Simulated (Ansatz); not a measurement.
# Ge (Fd-3m) in Ansatz: a series of runs

Runs on Ge. Level: HSE03. Tasks: single point.

Everything below comes from runs of Ansatz 0.2.0. Logs are shortened: lines on timing, memory, paths and dates and some standing lists are left out, and cuts for length are marked.

## Step 1: The structure

The structure is cubic, space group Fd-3m (No. 227). The conventional cell has a = 5.658 Å, b = 5.658 Å, c = 5.658 Å, α = 90.00°, β = 90.00°, γ = 90.00°. Around Ge (site symmetry -43m) lie 4 Ge at 2.45 Å.

## Step 2: Single point, HSE03, collinear spin, antiferromagnetic start

run.py reads:

```python
import json

import ase.io
import numpy as np
import spglib
from ase.calculators.calculator import CalculationFailed, Calculator
from ase.stress import full_3x3_to_voigt_6_stress
from ase.units import GPa

import ansatz as az

class AnsatzCalculator(Calculator):
    implemented_properties = ["energy", "free_energy", "forces", "stress", "magmom"]

    def calculate(self, atoms, properties, system_changes):
        super().calculate(atoms, properties, system_changes)
        structure = atoms.copy()
        structure.set_constraint()
        structure.set_momenta(None)
        structure.set_masses(None)
        outcome = (
            az.Crystal.from_ase(structure)
            .calculation()
            .basis(xc_grid=2)
            .kpoints(4, 4, 4)
            .functional(exchange="pbe", correlation="pbe", exact_fraction=0.25, screening=0.3)
            .pseudopotentials(kind="paw")
            .spin("collinear")
            .scf(tolerance=2e-10)
            .occupations(method="cold", width=0.025)
            .forces()
            .stress()
            .run(threads=2)
        )
        if not outcome.report["converged"]:
            raise CalculationFailed("SCF not converged")
        report = outcome.report
        self.results = {
            "free_energy": report["lagrangian_ev"],
            "energy": report["lagrangian_ev"],
            "forces": np.array(report["forces_ev_ang"]),
            "stress": -GPa * full_3x3_to_voigt_6_stress(report["stress_gpa"]),
            "magmom": report["magnetization_mub"],
        }

np.set_printoptions(precision=5, suppress=True, linewidth=110)
atoms = ase.io.read("Ge.cif")
cell, frac, numbers = spglib.find_primitive((atoms.cell[:], atoms.get_scaled_positions(), atoms.numbers), symprec=1e-5)
atoms = ase.Atoms(numbers, cell=cell, scaled_positions=frac, pbc=True)
atoms.set_initial_magnetic_moments([0.5, -0.5])
atoms.calc = AnsatzCalculator()
print(f"free energy {atoms.get_potential_energy():.6f} eV")
print("forces (eV/A)", atoms.get_forces(), sep="\n")
print("stress (GPa, Voigt, tension positive)", atoms.get_stress() / GPa, sep="\n")
print(f"moment {atoms.get_magnetic_moment():.4f} muB")
```

Ge.cif reads:

```cif
data_Ge
_cell_length_a 5.65782000
_cell_length_b 5.65782000
_cell_length_c 5.65782000
_cell_angle_alpha 90.00000000
_cell_angle_beta 90.00000000
_cell_angle_gamma 90.00000000
_space_group_name_H-M_alt 'Fd-3m'
_space_group_name_Hall 'F 4d 2 3 -1d'
_space_group_IT_number 227
loop_
_space_group_symop_operation_xyz
'x,y,z'
'-y+1/4,x+1/4,z+1/4'
'-x,-y+1/2,z+1/2'
'y+3/4,-x+1/4,z+3/4'
'x,-y,-z'
'-y+1/4,-x+3/4,-z+3/4'
'-x,y+1/2,-z+1/2'
'y+3/4,x+3/4,-z+1/4'
'z,x,y'
'z+1/4,-y+1/4,x+1/4'
'z+1/2,-x,-y+1/2'
'z+3/4,y+3/4,-x+1/4'
'-z,x,-y'
'-z+3/4,-y+1/4,-x+3/4'
'-z+1/2,-x,y+1/2'
'-z+1/4,y+3/4,x+3/4'
'y,z,x'
'x+1/4,z+1/4,-y+1/4'
'-y+1/2,z+1/2,-x'
'-x+1/4,z+3/4,y+3/4'
'-y,-z,x'
'-x+3/4,-z+3/4,-y+1/4'
'y+1/2,-z+1/2,-x'
'x+3/4,-z+1/4,y+3/4'
'-x+1/4,-y+1/4,-z+1/4'
'y,-x,-z'
'x+1/4,y+3/4,-z+3/4'
'-y+1/2,x,-z+1/2'
'-x+1/4,y+1/4,z+1/4'
'y,x+1/2,z+1/2'
'x+1/4,-y+3/4,z+3/4'
'-y+1/2,-x+1/2,z'
'-z+1/4,-x+1/4,-y+1/4'
'-z,y,-x'
'-z+3/4,x+1/4,y+3/4'
'-z+1/2,-y+1/2,x'
'z+1/4,-x+1/4,y+1/4'
'z+1/2,y,x+1/2'
'z+3/4,x+1/4,-y+3/4'
'z,-y+1/2,-x+1/2'
'-y+1/4,-z+1/4,-x+1/4'
[... 89 lines left out ...]
'-z+1/4,x+1/4,y+1/4'
'-z,-y+1/2,x+1/2'
'z+3/4,-x+1/4,y+3/4'
'z,y,x'
'z+1/4,x+1/4,-y+1/4'
'z+1/2,-y+1/2,-x'
'-y+3/4,-z+1/4,-x+3/4'
'-x+1/2,-z,y+1/2'
'y+1/4,-z+3/4,x+3/4'
'x+1/2,-z+1/2,-y'
'y+3/4,z+1/4,-x+3/4'
'x,z+1/2,y+1/2'
'-y+1/4,z+3/4,x+3/4'
'-x,z,-y'
'x+1/2,y+1/2,z'
'-y+3/4,x+3/4,z+1/4'
'-x+1/2,-y,z+1/2'
'y+1/4,-x+3/4,z+3/4'
'x+1/2,-y+1/2,-z'
'-y+3/4,-x+1/4,-z+3/4'
'-x+1/2,y,-z+1/2'
'y+1/4,x+1/4,-z+1/4'
'z+1/2,x+1/2,y'
'z+3/4,-y+3/4,x+1/4'
'z,-x+1/2,-y+1/2'
'z+1/4,y+1/4,-x+1/4'
'-z+1/2,x+1/2,-y'
'-z+1/4,-y+3/4,-x+3/4'
'-z,-x+1/2,y+1/2'
'-z+3/4,y+1/4,x+3/4'
'y+1/2,z+1/2,x'
'x+3/4,z+3/4,-y+1/4'
'-y,z,-x'
'-x+3/4,z+1/4,y+3/4'
'-y+1/2,-z+1/2,x'
'-x+1/4,-z+1/4,-y+1/4'
'y,-z,-x'
'x+1/4,-z+3/4,y+3/4'
'-x+3/4,-y+3/4,-z+1/4'
'y+1/2,-x+1/2,-z'
'x+3/4,y+1/4,-z+3/4'
'-y,x+1/2,-z+1/2'
'-x+3/4,y+3/4,z+1/4'
'y+1/2,x,z+1/2'
'x+3/4,-y+1/4,z+3/4'
'-y,-x,z'
'-z+3/4,-x+3/4,-y+1/4'
'-z+1/2,y+1/2,-x'
'-z+1/4,x+3/4,y+3/4'
'-z,-y,x'
'z+3/4,-x+3/4,y+1/4'
'z,y+1/2,x+1/2'
'z+1/4,x+3/4,-y+3/4'
'z+1/2,-y,-x+1/2'
'-y+3/4,-z+3/4,-x+1/4'
'-x+1/2,-z+1/2,y'
'y+1/4,-z+1/4,x+1/4'
'x+1/2,-z,-y+1/2'
'y+3/4,z+3/4,-x+1/4'
'x,z,y'
'-y+1/4,z+1/4,x+1/4'
'-x,z+1/2,-y+1/2'
loop_
_atom_site_label
_atom_site_type_symbol
_atom_site_symmetry_multiplicity
_atom_site_Wyckoff_symbol
_atom_site_fract_x
_atom_site_fract_y
_atom_site_fract_z
_atom_site_occupancy
Ge1 Ge 8 a 0.2500000000 0.2500000000 0.2500000000 1
```

Potentials or basis: Ansatz PAW.

On the command line:

```
$ python run.py
```

Log:

```text
DeckWarning: basis.ecutwfc = 420 eV, auto-derived from the records' recommended cutoffs: set by Ge (normal level)
DeckWarning: output.stress: scf.exx.energy_threshold = 1e-6 eV is looser than the 2e-8 eV advised for a stress under a hybrid functional (1e-8 eV for each atom of the cell: 2). Every SCF of the exchange loop can meet its threshold on dr2 while the loop round them stops early: no threshold on dr2 bounds what that leaves in the stress. Set scf.exx.energy_threshold to 2e-8 eV or tighter. The threshold is the loop's pass mark: a loop [...]
PlacementWarning: RAYON_NUM_THREADS=2 ignored (pool sized by the plan → 2); use plan(threads=…)
RunWarning: the starting moments were not kept: the SCF closed with an absolute magnetisation of 1.2e-7 μB, where they sum to 1 μB in size (2 sites). That is at most 0.1 of that sum. Measured as dr2_m measures the in/out step, that magnetisation stands 2.6e-15 eV from none, at or under the dr2_threshold of 2.0e-10 eV: it is no larger than a step whose dr2_m would equal this threshold. The system may hold no moment; this SCF show [...]
free energy -8591.447866 eV
forces (eV/A)
[[-0. -0.  0.]
 [ 0. -0.  0.]]
stress (GPa, Voigt, tension positive)
[-1.53442 -1.53442 -1.53442 -0.      -0.      -0.     ]
moment 0.0000 muB
```

engine_input.yaml:

```text
crystal:
  lattice:
    - [0.0, 2.82891, 2.82891]
    - [2.82891, 0.0, 2.82891]
    - [2.82891, 2.82891, 0.0]
  atoms:
    - { symbol: Ge, position: [0.25, 0.25, 0.25], spin: 0.5 }
    - { symbol: Ge, position: [0.0, 0.0, 0.0], spin: -0.5 }
basis:
  xc_grid: 2
kpoints:
  mp_grid:
    grid: [4, 4, 4]
hamiltonian:
  xc:
    exchange: pbe
    correlation: pbe
    exx:
      coeff: 0.25
      omega: 0.3
  pseudopotentials:
    kind: paw
magnetization:
  spin_polarized: true
scf:
  convergence:
    dr2_threshold: 2.0e-10
  occupations:
    method: cold
    width: 0.025
output:
  forces: true
  stress: true
```

Wall time 17 s (2 threads of Arm Neoverse V1, shared host); peak memory 0.68 GiB.

Results:

```yaml
Free_energy: -8591.4479 eV
Pressure: 1.5 GPa
Band_gap_on_the_k_mesh: 0.71 eV, indirect (least direct gap 0.78 eV)
Net_moment: 0.00 μB per cell
Absolute_moment: 0.00 μB per cell
```

Caveat: the k mesh is coarse (spacing up to 0.48 Å⁻¹), so the values aren't converged, least of all with exact exchange; the PAW data sets were made with another functional, which shifts forces and pressure a little; the starting moments weren't kept; the thresholds are loose for stress.

## Step 3: Single point, HSE03, collinear spin, antiferromagnetic start

input.yaml reads:

```yaml
crystal:
  lattice:
    - [0.0, 2.82891, 2.82891]
    - [2.82891, 0.0, 2.82891]
    - [2.82891, 2.82891, 0.0]
  atoms:
    - { symbol: Ge, position: [0.25, 0.25, 0.25], spin: 0.5 }
    - { symbol: Ge, position: [0.0, 0.0, 0.0], spin: -0.5 }
hamiltonian:
  xc: { exchange: pbe, correlation: pbe, exx: { coeff: 0.25, omega: 0.3 } }
  pseudopotentials: { kind: paw }
magnetization:
  spin_polarized: true
kpoints:
  mp_grid: { grid: [4, 4, 4] }
scf:
  occupations: { method: cold, width: 0.025 }
output:
  forces: true
  stress: true
  eigenvalues: true
```

Potentials or basis: Ansatz PAW.

On the command line:

```
$ ansatz run input.yaml --threads 2 --pin off --max-ram 5120MiB --backend cpu --events-out ev --progress --plain --runs-dir out
```

Run time: 16 s. Hardware: 2 threads of Arm Neoverse V1, shared host; peak memory 0.55 GiB.

Results (log left out):

```yaml
Free_energy: -8591.4479 eV
Pressure: 1.5 GPa
Band_gap_on_the_k_mesh: 0.71 eV, indirect (least direct gap 0.78 eV)
Net_moment: 0.00 μB per cell
Absolute_moment: 0.00 μB per cell
```

Levels at points of the mesh, in eV from the valence-band top:
Spin up:
```csv
k point,band 12,band 13,band 14,band 15,band 16,band 17
"(0.00, 0.00, 0.00)",0.00,0.00,0.00,0.78,3.07,3.07
"(0.00, 0.00, -0.50)",-8.16,-1.50,-1.50,0.71,4.29,4.29
"(0.00, -0.50, -0.50)",-9.57,-3.30,-3.30,1.16,1.16,10.58
```
Spin down:
```
             k point  band 12  band 13  band 14  band 15  band 16  band 17
  (0.00, 0.00, 0.00)     0.00     0.00     0.00     0.78     3.07     3.07
 (0.00, 0.00, -0.50)    -8.16    -1.50    -1.50     0.71     4.29     4.29
(0.00, -0.50, -0.50)    -9.57    -3.30    -3.30     1.16     1.16    10.58
```

Caveat: the k mesh is coarse (spacing up to 0.48 Å⁻¹), so the values aren't converged, least of all with exact exchange; the PAW data sets come from PBE, with cores solved anew for the run's functional, which leaves a small shift of forces and pressure; the starting moments weren't kept; the thresholds are loose for stress. A k mesh can miss the band edges.
